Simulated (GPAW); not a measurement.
# Zr (P6_3/mmc) in GPAW: notebook

Runs on Zr. Level: r2SCAN. Tasks: band structure.

Everything below comes from runs of GPAW 26.7.0. Logs are shortened: lines on timing, memory, paths and dates and some standing lists are left out, and cuts for length are marked. The log counts tension as positive stress, the text compression.

## Step 1: The crystal as given

The structure is hexagonal, space group P6_3/mmc (No. 194). Conventional cell: a = 3.232 Å, b = 3.232 Å, c = 5.147 Å, α = 90.00°, β = 90.00°, γ = 120.00°. Zr (site symmetry -6m2) has 12 Zr at 3.18 to 3.23 Å as nearest neighbours.

## Step 2: Band structure, r2SCAN

run.py

```python
from ase.dft.bandgap import bandgap
from ase.io import read, write
from ase.units import GPa
from gpaw import GPAW, PW

atoms = read('POSCAR')

calc = GPAW(mode=PW(600),
            xc='MGGA_X_R2SCAN+MGGA_C_R2SCAN',
            kpts={'size': (9, 9, 5), 'gamma': True},
            occupations={'name': 'fermi-dirac', 'width': 0.05},
            nbands=24,
            convergence={'density': 1e-05, 'energy': 1e-05},
            maxiter=150,
            txt='gpaw.txt')
atoms.calc = calc
energy = atoms.get_potential_energy()
forces = atoms.get_forces()
stress = atoms.get_stress()
calc.write('gs.gpw')
write('result.traj', atoms)
print(f'Energy: {energy:.6f} eV')
print('Forces (eV/A):')
print(forces.round(4))
print('Stress (GPa):', (stress / GPa).round(3))
print('Fermi level:', round(calc.get_fermi_level(), 4), 'eV')
print(f'Gap: {bandgap(calc)[0]:.4f} eV, direct: {bandgap(calc, direct=True)[0]:.4f} eV')

path = atoms.cell.bandpath('GMKGALHA,LM,KH', npoints=80, eps=1e-4)
bs_calc = calc.fixed_density(kpts=path, symmetry='off', nbands=36,
                             convergence={'bands': 'CBM+6.0', 'eigenstates': 1e-6}, txt='bands.txt')
bs = bs_calc.band_structure()
bs.write('bs.json')
print(f'Gap on the path: {bandgap(bs_calc)[0]:.4f} eV')
```

POSCAR

```
Zr
1.0
    3.2320000000      0.0000000000      0.0000000000
   -1.6160000000      2.7989941050      0.0000000000
    0.0000000000      0.0000000000      5.1470000000
Zr
2
Direct
    0.6666666667      0.3333333333      0.7500000000
    0.3333333333      0.6666666667      0.2500000000
```

Potentials or basis: GPAW PAW data sets (gpaw-data 1.2.1), pw.

Command:

```sh
OMP_NUM_THREADS=1 python run.py
```

gpaw.txt:

```text
__  _  _
 | _ |_)|_||  |
 |__||  | ||/\| - 26.7.0

Input parameters:
  mode=PW(ecut=600.0),
  convergence={'density': 1e-05, 'energy': 1e-05},
  kpts=MonkhorstPack(size=(9, 9, 5), gamma=True),
  maxiter=150,
  nbands=24,
  occupations=Occupations(name='fermi-dirac', width=0.05),
  xc=XC(name='MGGA_X_R2SCAN+MGGA_C_R2SCAN')

Diagonalizing LCAO Hamiltonian
Converting LCAO to pw mode

           Zr

        Zr

Atoms  # Å, Bohr magnetons
|   | symbol |         x |        y |        z |    initial magnetic moments |
|---|--------|-----------|----------|----------|-----------------------------|
| 0 |     Zr |  1.616000 | 0.932998 | 3.860250 | ( 0.0000,  0.0000,  0.0000) |
| 1 |     Zr | -0.000000 | 1.865996 | 1.286750 | ( 0.0000,  0.0000,  0.0000) |

Unit cell  # Å
| periodic |         x |        y |        z |  lengths |     angles |
|----------|-----------|----------|----------|----------|------------|
|      yes |  3.232000 | 0.000000 | 0.000000 | 3.232000 |  90.000000 |
|      yes | -1.616000 | 2.798994 | 0.000000 | 3.232000 |  90.000000 |
|      yes |  0.000000 | 0.000000 | 5.147000 | 5.147000 | 120.000000 |

Number of symmetries: 12
Symmetry operations  # r_c * U_cc + t_c -> r_c
|    | kind |            matrix            |
|----|------|------------------------------|
|  0 |  σ   |  1, 1, 0,  0,-1, 0,  0, 0, 1 |
|  1 |  S6  |  1, 1, 0, -1, 0, 0,  0, 0,-1 |
|  2 |  E   |  1, 0, 0,  0, 1, 0,  0, 0, 1 |
|  3 |  C2  |  1, 0, 0, -1,-1, 0,  0, 0,-1 |
|  4 |  C2  |  0, 1, 0,  1, 0, 0,  0, 0,-1 |
|  5 |  C3  |  0, 1, 0, -1,-1, 0,  0, 0, 1 |
|  6 |  S6  |  0,-1, 0,  1, 1, 0,  0, 0,-1 |
|  7 |  σ   |  0,-1, 0, -1, 0, 0,  0, 0, 1 |
|  8 |  σ   | -1, 0, 0,  1, 1, 0,  0, 0, 1 |
|  9 |  i   | -1, 0, 0,  0,-1, 0,  0, 0,-1 |
| 10 |  C3  | -1,-1, 0,  1, 0, 0,  0, 0, 1 |
| 11 |  C2  | -1,-1, 0,  0, 1, 0,  0, 0,-1 |

BZ-sampling:
  Number of BZ points: 405
  Number of IBZ points: 50

  Monkhorst-Pack size: [9, 9, 5]
  Monkhorst-Pack shift: [0, 0, 0]

K-points  # in reciprocal-cell coordinates
|     |                                coordinates |     weight |
|-----|--------------------------------------------|------------|
|   0 | (  0.00000000,   0.00000000,   0.00000000) | 0.00246914 |
|   1 | (  0.00000000,   0.00000000,   0.20000000) | 0.00493827 |
|   2 | (  0.00000000,   0.00000000,   0.40000000) | 0.00493827 |
|   3 | (  0.11111111,   0.00000000,  -0.40000000) | 0.01481481 |
|   4 | (  0.11111111,   0.00000000,  -0.20000000) | 0.01481481 |
|   5 | (  0.11111111,   0.00000000,   0.00000000) | 0.01481481 |
|   6 | (  0.11111111,   0.00000000,   0.20000000) | 0.01481481 |
|   7 | (  0.11111111,   0.00000000,   0.40000000) | 0.01481481 |
|   8 | (  0.22222222,  -0.11111111,   0.00000000) | 0.01481481 |
|   9 | (  0.22222222,  -0.11111111,   0.20000000) | 0.02962963 |
| ... |                                            |            |
|  49 | (  0.44444444,   0.44444444,   0.40000000) | 0.02962963 |

Plane wave coefficients: 1572
Cutoff: 600.0 eV

Spin-components: 1 (collinear spins)
Bands:           24
Projectors:      12
Spin-degeneracy: 2
Datatype:        complex128

Parallelization:
  kpt:    1
  domain: 1
  band:   1

Density:
  Valence electrons: 24.0
  Components: 1
  Grid points: [20 20 30]
  Charge: 0.0  # |e|

Potential:
  Grid points: [20 20 30]

species:
  Zr:
    name:    Zirconium
    Z:       40.0
    valence: 12
    core:    28
    charge:  0.0  # [|e|]
    compensation charges:
      type: gauss
      rc: 0.40  # [Å]
      lmax: 2
    cutoffs:
      filter: 2.39  # [Å]
      core: 1.59  # [Å]
    projectors
    | kind |    occ | energy [eV] | rcut [Å] |
    |------|--------|-------------|----------|
    |   4s |  2.000 |     -54.478 |    1.323 |
    |   5s |  2.000 |      -4.438 |    1.323 |
    |   4p |  6.000 |     -32.467 |    1.334 |
    |   5p |  0.000 |      -1.470 |    1.334 |
    |   4d |  2.000 |      -3.600 |    1.244 |
    |    d |        |      23.611 |    1.244 |

    Using partial waves for Zr as LCAO basis

Reference energy: -195787.142470  # eV

eigensolver:
  PPCG
  Converge bands: occupied
  niter=2

density mixing:
  MSR1-Mixer
  Pratt-step length: 0.05
  Maximum mixing coefficient: 0.75
  Old densities: 10
  SVD Regularization: 0.005
  Good broyden scale: 1.0
  Trust region scale: 1.0
  Backstep threshold: 4.0
  History deletion threshold: 6.0
  Fourier metric: weight=20.0, sigma=0.015

occupation numbers:
  Fermi-Dirac:
    width: 0.0500  # eV

poisson solver:
  ecut: 4800.0  # eV

xc functional:
  name: MGGA_X_R2SCAN+MGGA_C_R2SCAN with 2 nearest neighbor stencil

convergence criteria:
- Maximum integral of absolute [dens]ity change: 1e-05 electrons / valence electron
- Maximum [total energy] change in last 3 cyles: 1e-05 eV / valence electron
- Maximum integral of absolute [eigenst]ate change: 4e-08 eV^2 / valence electron
maximum number of iterations: 150

SCF iterations
|iter     | |      energy | eigst |  dens |
|---------|-|-------------|-------|-------|
|iter:   1| |  -44.457861 | +0.23 |       |
|iter:   2| |  -37.526510 | -1.10 | -1.31 |
|iter:   3| |  -37.329642 | -1.09 | -1.30 |
|iter:   4| |  -37.334055 | -2.36 | -2.00 |
|iter:   5| |  -37.335787 | -3.36 | -2.28 |
|iter:   6| |  -37.335954 | -4.62 | -3.08 |
|iter:   7| |  -37.336002c| -5.38 | -3.43 |
|iter:   8| |  -37.336003c| -6.94 | -3.91 |
|iter:   9| |  -37.336004c| -7.59c| -4.84 |
|iter:  10| |  -37.336004c| -8.07c| -5.33c|

Converged in 10 steps
Energy contributions relative to reference atoms: (reference = -195787.142470)

Energy contributions:
  Kinetic:          -2.180478
  Coulomb:           0.499878
  Zero:              0.727165
  External:          0.000000
  Xc:              -36.376705
  Entropy:          -0.011726
  Spinorbit:         0.000000
  ----------------------------
  Free energy:     -37.341867
  Extrapolated:    -37.336004

dipole moment: (0.000000, 0.000001, 0.000001)  # |e|*Ang

Fermi level: 9.472
Eigenvalues  # (at kpt = [0.000, 0.000, 0.000])
| band index |      eig [eV] | occ [0-2] |
|------------|---------------|-----------|
|          0 |       -41.083 |     2.000 |
|        ... |               |           |
|          2 |       -18.966 |     2.000 |
|          3 |       -18.042 |     2.000 |
|          4 |       -18.042 |     2.000 |
|          5 |       -17.905 |     2.000 |
|          6 |       -17.897 |     2.000 |
|          7 |       -17.897 |     2.000 |
[... 8 lines left out ...]
|         16 |        11.832 |     0.000 |
|         17 |        11.832 |     0.000 |
|        ... |               |           |
|         23 |        27.342 |     0.000 |

No gap
No difference between direct/indirect transitions

Forces  # eV/Ang
|        x |        y |        z |
|----------|----------|----------|
|  0.00000 |  0.00000 | -0.00013 |  # Zr   0
| -0.00000 | -0.00000 |  0.00013 |  # Zr   1

Stress tensor  # eV/Ang^3
|         x |         y |         z |
|-----------|-----------|-----------|
| -0.004041 |  0.000000 |  0.000000 |
|  0.000000 | -0.004041 | -0.000000 |
|  0.000000 | -0.000000 | -0.004867 |

# Writing to gs.gpw (mode='')
```

Wall time 2.9 min (1 thread of Arm Neoverse V1, shared host); peak memory 0.39 GiB.

Results:

```
Free energy             : -37.3419 eV
Pressure                : 0.7 GPa
Band gap along the path : none (metal or under the smearing width)
```

Levels at the corners of the path, in eV from the Fermi level:
| point | band 9 | band 10 | band 11 | band 12 | band 13 | band 14 | band 15 | band 16 |
| --- | --- | --- | --- | --- | --- | --- | --- | --- |
| Γ | -6.01 | -3.22 | 0.95 | 0.95 | 1.03 | 1.11 | 1.69 | 1.69 |
| M | -2.72 | -2.66 | -2.28 | -0.38 | 0.66 | 0.83 | 1.56 | 5.14 |
| K | -2.21 | -1.52 | -1.52 | -1.26 | 0.31 | 0.31 | 1.96 | 4.50 |
| Γ | -6.01 | -3.22 | 0.95 | 0.95 | 1.03 | 1.11 | 1.69 | 1.69 |
| A | -4.21 | -4.21 | 0.00 | 0.00 | 0.86 | 0.86 | 0.86 | 0.86 |
| L | -3.02 | -3.02 | -1.12 | -1.12 | 1.58 | 1.58 | 2.39 | 2.39 |
| H | -1.47 | -1.47 | -1.40 | -1.40 | -0.15 | -0.15 | 2.23 | 2.23 |
| A | -4.21 | -4.21 | 0.00 | 0.00 | 0.86 | 0.86 | 0.86 | 0.86 |
| L | -3.02 | -3.02 | -1.12 | -1.12 | 1.58 | 1.58 | 2.39 | 2.39 |
| M | -2.72 | -2.66 | -2.28 | -0.38 | 0.66 | 0.83 | 1.56 | 5.14 |
| K | -2.21 | -1.52 | -1.52 | -1.26 | 0.31 | 0.31 | 1.96 | 4.50 |
| H | -1.47 | -1.47 | -1.40 | -1.40 | -0.15 | -0.15 | 2.23 | 2.23 |

Caveat: the PAW data sets were made with another functional, which shifts forces and pressure a little.

## Step 3: Band structure, r2SCAN, spin-orbit coupling, no magnetisation

run.py, as its differences from that of step 2:

```diff
@@ -1 +1,2 @@
+import numpy as np
 from ase.dft.bandgap import bandgap
@@ -4,4 +5,5 @@
 from gpaw import GPAW, PW
+from gpaw.spinorbit import soc_eigenstates
 
-atoms = read('POSCAR')
+atoms = read('Zr.xyz')
 
@@ -9,3 +11,3 @@
             xc='MGGA_X_R2SCAN+MGGA_C_R2SCAN',
-            kpts={'size': (9, 9, 5), 'gamma': True},
+            kpts={'size': (7, 7, 4), 'gamma': True},
             occupations={'name': 'fermi-dirac', 'width': 0.05},
@@ -28,3 +30,3 @@
 
-path = atoms.cell.bandpath('GMKGALHA,LM,KH', npoints=80, eps=1e-4)
+path = atoms.cell.bandpath('GMKGALHA,LM,KH', npoints=100, eps=1e-4)
 bs_calc = calc.fixed_density(kpts=path, symmetry='off', nbands=36,
@@ -34 +36,7 @@
 print(f'Gap on the path: {bandgap(bs_calc)[0]:.4f} eV')
+
+soc = soc_eigenstates(bs_calc, theta=54.7, phi=45, ignore_xc_potential=True)
+np.savetxt('soc_bands.dat', soc.eigenvalues(), fmt='%.4f')
+mesh = soc_eigenstates('gs.gpw', theta=54.7, phi=45, ignore_xc_potential=True)
+np.savetxt('soc_mesh.dat', mesh.eigenvalues(), fmt='%.4f')
+print('Fermi level with spin-orbit coupling:', round(mesh.fermi_level, 4), 'eV')
```

Zr.xyz

```xyz
2
Lattice="3.2320000000 0.0000000000 0.0000000000 -1.6160000000 2.7989941050 0.0000000000 0.0000000000 0.0000000000 5.1470000000" Properties=species:S:1:pos:R:3 pbc="T T T"
Zr     1.6160000002      0.9329980349      3.8602500000
Zr    -0.0000000002      1.8659960701      1.2867500000
```

Potentials or basis: GPAW PAW data sets (gpaw-data 1.2.1), pw.

Command:

```sh
OMP_NUM_THREADS=1 python run.py
```

It took 2.7 min on 1 thread of Arm Neoverse V1, shared host; peak memory 0.42 GiB.

It converged, with:

| Quantity | Value |
| --- | --- |
| Free energy | -37.3330 eV |
| Pressure | 0.8 GPa |
| Band gap along the path | none (metal or under the smearing width) |

Stress tensor (GPa, compression positive):
```
0.92 0.00 0.00
0.00 0.92 0.00
0.00 0.00 0.70
```

Levels at the corners of the path, in eV from the Fermi level:
```csv
point,band 20,band 21,band 22,band 23,band 24,band 25,band 26,band 27,band 28,band 29
Γ,-3.29,0.82,0.82,0.92,0.92,0.96,0.97,1.03,1.03,1.56
M,-2.73,-2.35,-2.35,-0.45,-0.45,0.59,0.59,0.77,0.77,1.49
K,-1.63,-1.54,-1.54,-1.34,-1.34,0.23,0.23,0.26,0.26,1.89
Γ,-3.29,0.82,0.82,0.92,0.92,0.96,0.97,1.03,1.03,1.56
A,-4.28,-0.07,-0.07,-0.07,-0.07,0.75,0.75,0.75,0.75,0.83
L,-3.09,-1.19,-1.19,-1.19,-1.19,1.51,1.51,1.51,1.51,2.33
H,-1.53,-1.51,-1.51,-1.44,-1.44,-0.25,-0.25,-0.18,-0.18,2.12
A,-4.28,-0.07,-0.07,-0.07,-0.07,0.75,0.75,0.75,0.75,0.83
L,-3.09,-1.19,-1.19,-1.19,-1.19,1.51,1.51,1.51,1.51,2.33
M,-2.73,-2.35,-2.35,-0.45,-0.45,0.59,0.59,0.77,0.77,1.49
K,-1.63,-1.54,-1.54,-1.34,-1.34,0.23,0.23,0.26,0.26,1.89
H,-1.53,-1.51,-1.51,-1.44,-1.44,-0.25,-0.25,-0.18,-0.18,2.12
```

Caveat: spin-orbit coupling was added after a scalar SCF, so levels and gaps hold it while energy, forces, pressure and moments don't; this program's spin-orbit splittings come out too wide for heavy elements; the PAW data sets were made with another functional, which shifts forces and pressure a little.
